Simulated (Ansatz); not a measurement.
Cold compression of Cr (hcp type)

```xyz
2
Lattice="2.4895 0.0000 0.0000 -1.2448 2.1560 0.0000 0.0000 0.0000 4.4445" Properties=species:S:1:pos:R:3 pbc="T T T"
Cr    0.0000    1.4373    1.1111
Cr    1.2448    0.7187    3.3334
```

The cell comes from a relaxation on PAW files under the same functional, begun from a prototype that needn't be the stable phase.

Its volume is scaled, and at each volume shape and atoms are relaxed on PAW files; all methods then take that cell.

All numbers are PBE results (scalar-relativistic) from Ansatz 0.2.0, with a Γ-centred 17×17×9 k mesh, Fermi–Dirac smearing of 0.1 eV, no spin polarisation. Methods: LAPW: all electrons, basis error target 1 meV/atom; PAW: frozen-core files, cutoff 420 eV; crystal datasets: all electrons, by PAW datasets that the program makes for each cell; norm-conserving: pseudopotentials, cutoff 1279 eV; PAW (partial waves polarizable): frozen-core files, cutoff 420 eV.

Energies are extrapolated to zero smearing and count from the unscaled cell; pressure is positive in compression; gaps take the mesh and a band path. No temperature or zero-point motion is included.

Spin polarisation is left out, though a magnetic state may lie lower. The structure type is held throughout; the real material can change phase at far lower pressure.

```json
{"V/V0": "1.00", "V (Å³/atom)": "11.93", "P LAPW (GPa)": "-0.05", "ΔE LAPW (eV/atom)": "0.000", "P PAW − LAPW (GPa)": "0.07", "ΔE PAW − LAPW (meV/atom)": "0.0", "space group": "P6_3/mmc", "shortest distance (Å)": "2.490"}
{"V/V0": "0.92", "V (Å³/atom)": "10.97", "P LAPW (GPa)": "?", "ΔE LAPW (eV/atom)": "?", "P PAW − LAPW (GPa)": "?", "ΔE PAW − LAPW (meV/atom)": "?", "space group": "?", "shortest distance (Å)": "?"}
{"V/V0": "0.84", "V (Å³/atom)": "10.02", "P LAPW (GPa)": "58.2", "ΔE LAPW (eV/atom)": "0.295", "P PAW − LAPW (GPa)": "0.07", "ΔE PAW − LAPW (meV/atom)": "0.8", "space group": "P6_3/mmc", "shortest distance (Å)": "2.359"}
{"V/V0": "0.76", "V (Å³/atom)": "9.07", "P LAPW (GPa)": "111.5", "ΔE LAPW (eV/atom)": "0.788", "P PAW − LAPW (GPa)": "-0.03", "ΔE PAW − LAPW (meV/atom)": "1.0", "space group": "P6_3/mmc", "shortest distance (Å)": "2.288"}
{"V/V0": "0.68", "V (Å³/atom)": "8.11", "P LAPW (GPa)": "193.7", "ΔE LAPW (eV/atom)": "1.677", "P PAW − LAPW (GPa)": "-0.32", "ΔE PAW − LAPW (meV/atom)": "0.0", "space group": "P6_3/mmc", "shortest distance (Å)": "2.212"}
{"V/V0": "0.60", "V (Å³/atom)": "7.16", "P LAPW (GPa)": "319.7", "ΔE LAPW (eV/atom)": "3.182", "P PAW − LAPW (GPa)": "-1.09", "ΔE PAW − LAPW (meV/atom)": "-4.2", "space group": "P6_3/mmc", "shortest distance (Å)": "2.158"}
{"V/V0": "0.52", "V (Å³/atom)": "6.20", "P LAPW (GPa)": "528.9", "ΔE LAPW (eV/atom)": "5.647", "P PAW − LAPW (GPa)": "-3.42", "ΔE PAW − LAPW (meV/atom)": "-16.3", "space group": "P6_3/mmc", "shortest distance (Å)": "2.049"}
{"V/V0": "0.45", "V (Å³/atom)": "5.37", "P LAPW (GPa)": "833.9", "ΔE LAPW (eV/atom)": "9.128", "P PAW − LAPW (GPa)": "-8.95", "ΔE PAW − LAPW (meV/atom)": "-46.4", "space group": "P6_3/mmc", "shortest distance (Å)": "1.950"}
```

(1) Fit the Vinet equation to the LAPW pressures shown (residuals weighted by 1/(|P| + 0.03·Pmax)), and predict the pressure of the withheld row.

(2) At the smallest volume, how far do crystal datasets and norm-conserving and PAW (partial waves polarizable) lie from LAPW in pressure?

(3) How do the Löwdin populations by LAPW change from the unscaled cell to the last row?

## Answers

(1) The fit gives V0 = 11.93 Å³/atom, B0 = 236 GPa and B0′ = 4.09. At 10.97 Å³/atom, x = (V/V0)^(1/3) = 0.9727, and P = 3·B0·(1 − x)/x²·exp[1.5·(B0′ − 1)·(1 − x)] = 23.2 GPa. The run itself gave 23.1 GPa (+0.5 % off) and ΔE = 0.062 eV/atom.

(2) crystal datasets: +0.01 GPa; norm-conserving: -6.79 GPa; PAW (partial waves polarizable): -8.96 GPa, on a LAPW pressure of 833.9 GPa.

(3) Cr 3s 1.95 → 1.87, Cr 4s 0.77 → 0.40, Cr 3p 5.99 → 5.94, Cr 3d 5.22 → 5.76 electrons an atom. These are projections on the shells that the free atoms fill; 0.14 e a cell lies outside them at the start and 0.07 e at the end.
